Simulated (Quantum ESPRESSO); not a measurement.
**Pb: phonon spectrum and thermodynamics under several settings**

```
Pb
1.0
     0.00000    2.47502    2.47502
     2.47502    0.00000    2.47502
     2.47502    2.47502    0.00000
Pb
1
Direct
  0.00000 0.00000 0.00000
```

All runs used Quantum ESPRESSO 7.5; k mesh 10 × 10 × 10; relaxed cell; no spin polarisation; cutoff 762 eV; q mesh 2 × 2 × 2.

| level | potentials | occupations | volume (Å³/atom) | highest frequency (cm⁻¹) | zero-point energy (meV/atom) | entropy at room temperature (k_B/atom) |
| --- | --- | --- | --- | --- | --- | --- |
| LDA | PseudoDojo 0.4.1 SR LDA standard | methfessel-paxton, width 0.2 eV | 28.89 | 80 | 8.8 | 7.59 |
| PBE | PseudoDojo 0.4.1 SR PBE standard | gaussian, width 0.272 eV | ? | ? | ? | ? |

Task: What stands in the row left open?

Result: Volume 31.94 Å³/atom; highest frequency 67 cm⁻¹; zero-point energy 7.7 meV/atom; entropy at room temperature 7.98 k_B/atom.

For the row left open. Caveat: the q mesh is small, so phonon branches between its points and thermal values are rough.
